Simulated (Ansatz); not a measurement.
**Pb: energies, forces and stress near the listed structure**

How do energy, forces, pressure and gap of Pb change under random distortions, further strains and shifts, distortions that keep the symmetry, other functionals? Each case is one self-consistent run.

The COD entry's cell or inner coordinates are ideal or old and differ from later refinements, so a difference from it is no clean test against experiment.

Method: DFT PBEsol, scalar-relativistic, plane waves, PAW, unless a step's input says otherwise, in Ansatz 0.2.0.

1 further run of the same task is left out (set aside as unsound or not needed).

## 1. The structure to begin with

Symmetry: Fm-3m, No. 225, cubic system. Conventional cell: a = 4.940 Å, b = 4.940 Å, c = 4.940 Å, α = 90.00°, β = 90.00°, γ = 90.00°. Pb (site symmetry m-3m) is surrounded by 12 Pb at 3.49 Å.

Structure file:

```
Pb
1.0
     0.00000    2.46980    2.46980
     2.46980    0.00000    2.46980
     2.46980    2.46980    0.00000
Pb
1
Direct
  0.00000 0.00000 0.00000
```

The structure comes from the Crystallography Open Database.

## 2. Functional and cell changed: r2SCAN

The change: strain xx, yy, zz, yz, xz, xy = +3.2, +3.2, +3.2, +0.0, +0.0, +0.0 %.

input.yaml reads:

```yaml
crystal:
  lattice:
    - [0.0, 2.549648634, 2.549648634]
    - [2.549648634, 0.0, 2.549648634]
    - [2.549648634, 2.549648634, 0.0]
  atoms:
    - { symbol: Pb, position: [0.0, 0.0, 0.0] }
basis:
  ecutwfc: 500
kpoints:
  mp_grid: { grid: [14, 14, 14] }
hamiltonian:
  xc: r2scan
scf:
  occupations: { method: gaussian, width: 0.1 }
output:
  forces: true
  stress: true
  eigenvalues: true
```

Command:

```console
> ansatz run input.yaml --threads 1 --pin off --max-ram 1331MiB --backend cpu --events-out ev --progress --plain --runs-dir out
```

## 3. Random moves and strain, cell strained

input.yaml reads:

```yaml
crystal:
  lattice:
    - [0.030279748, 2.560886224, 2.500129144]
    - [2.389136332, 0.0605101, 2.469898792]
    - [2.443274348, 2.584793888, 0.006372084]
  atoms:
    - { symbol: Pb, position: [0.0, 0.0, 0.0] }
basis:
  ecutwfc: 420
kpoints:
  mp_grid: { grid: [14, 14, 14] }
hamiltonian:
  xc: pbesol
scf:
  occupations: { method: gaussian, width: 0.1 }
output:
  forces: true
  stress: true
  eigenvalues: true
  populations: true
```

## 4. A change within the space group

input.yaml reads:

```yaml
crystal:
  lattice:
    - [0.0, 2.424059304, 2.424059304]
    - [2.424059304, 0.0, 2.424059304]
    - [2.424059304, 2.424059304, 0.0]
  atoms:
    - { symbol: Pb, position: [0.0, 0.0, 0.0] }
basis:
  ecutwfc: 420
kpoints:
  mp_grid: { grid: [14, 14, 14] }
hamiltonian:
  xc: pbesol
scf:
  occupations: { method: gaussian, width: 0.1 }
output:
  forces: true
  stress: true
  eigenvalues: true
```

## 5. Random moves and strain, cell strained

input.yaml reads:

```yaml
crystal:
  lattice:
    - [-0.014769404, 2.424627358, 2.346260604]
    - [2.447374216, -0.046086468, 2.377577668]
    - [2.459575028, 2.468145234, -0.05828728]
  atoms:
    - { symbol: Pb, position: [0.0, 0.0, 0.0] }
basis:
  ecutwfc: 420
kpoints:
  mp_grid: { grid: [14, 14, 14] }
hamiltonian:
  xc: pbesol
scf:
  occupations: { method: gaussian, width: 0.1 }
output:
  forces: true
  stress: true
  eigenvalues: true
  populations: true
```

## 6. Another functional, on a distorted cell: r2SCAN

input.yaml reads:

```yaml
crystal:
  lattice:
    - [0.0, 2.437297432, 2.437297432]
    - [2.437297432, 0.0, 2.437297432]
    - [2.437297432, 2.437297432, 0.0]
  atoms:
    - { symbol: Pb, position: [0.0, 0.0, 0.0] }
basis:
  ecutwfc: 500
kpoints:
  mp_grid: { grid: [14, 14, 14] }
hamiltonian:
  xc: r2scan
scf:
  occupations: { method: gaussian, width: 0.1 }
output:
  forces: true
  stress: true
  eigenvalues: true
```

## 7. A distortion of lower symmetry

input.yaml reads:

```yaml
crystal:
  lattice:
    - [0.0, 2.563973474, 2.563973474]
    - [2.563973474, 0.0, 2.563973474]
    - [2.366389474, 2.366389474, 0.197584]
  atoms:
    - { symbol: Pb, position: [0.0, 0.0, 0.0] }
basis:
  ecutwfc: 420
kpoints:
  mp_grid: { grid: [15, 15, 14] }
hamiltonian:
  xc: pbesol
scf:
  occupations: { method: gaussian, width: 0.1 }
output:
  forces: true
  stress: true
  eigenvalues: true
```

## 8. A change within the space group

input.yaml reads:

```yaml
crystal:
  lattice:
    - [0.0, 2.398151102, 2.398151102]
    - [2.398151102, 0.0, 2.398151102]
    - [2.398151102, 2.398151102, 0.0]
  atoms:
    - { symbol: Pb, position: [0.0, 0.0, 0.0] }
basis:
  ecutwfc: 420
kpoints:
  mp_grid: { grid: [14, 14, 14] }
hamiltonian:
  xc: pbesol
scf:
  occupations: { method: gaussian, width: 0.1 }
output:
  forces: true
  stress: true
  eigenvalues: true
```

## 9. A change within the space group

input.yaml, as its differences from that of step 8:

```diff
@@ -2,5 +2,5 @@
   lattice:
-    - [0.0, 2.398151102, 2.398151102]
-    - [2.398151102, 0.0, 2.398151102]
-    - [2.398151102, 2.398151102, 0.0]
+    - [0.0, 2.530236006, 2.530236006]
+    - [2.530236006, 0.0, 2.530236006]
+    - [2.530236006, 2.530236006, 0.0]
   atoms:
```

## 10. A distortion that keeps the symmetry

input.yaml, as its differences from that of step 9:

```diff
@@ -2,5 +2,5 @@
   lattice:
-    - [0.0, 2.530236006, 2.530236006]
-    - [2.530236006, 0.0, 2.530236006]
-    - [2.530236006, 2.530236006, 0.0]
+    - [0.0, 2.401559426, 2.401559426]
+    - [2.401559426, 0.0, 2.401559426]
+    - [2.401559426, 2.401559426, 0.0]
   atoms:
```

**Question.** What will these runs give? Wanted: for each run, case; energy; pressure; largest force.

As calculated:

| step | case | energy (meV/atom) | pressure (GPa) | largest force (eV/Å) | gap on the mesh (eV) |
| --- | --- | --- | --- | --- | --- |
| 2 | functional and cell changed: r2SCAN | n/a | -2.3 | 0.00 | 0.00 |
| 3 | random moves and strain, cell strained | +0.0 | -0.4 | 0.00 | 0.00 |
| 4 | a change within the space group | +7.6 | 2.9 | 0.00 | 0.00 |
| 5 | random moves and strain, cell strained | +4.0 | 1.8 | 0.00 | 0.00 |
| 6 | another functional, on a distorted cell: r2SCAN | n/a | 3.9 | 0.00 | 0.00 |
| 7 | a distortion of lower symmetry | +32.0* | 0.9 | 0.00 | 0.00 |
| 8 | a change within the space group | +30.0 | 5.1 | 0.00 | 0.00 |
| 9 | a change within the space group | +17.9 | -3.0 | 0.00 | 0.00 |
| 10 | a distortion that keeps the symmetry | +26.4 | 4.8 | 0.00 | 0.00 |

Energies are counted from step 3, with the smearing taken to zero; a star marks another k mesh, which can shift energies by itself, so starred rows don't rank against the others. Other atoms or functionals have another zero of energy (n/a). A gap of 0.00 means none on the mesh at this level.

With one atom in the cell, moving it shifts the whole crystal, so no force arises from that. The pressure is 5.1 GPa in the smallest cell and -3.0 GPa in the largest; between them shape and moved atoms count too. The distorted cells of the listed formula and level show no gap on the mesh. Spin-orbit coupling is left out for Pb.
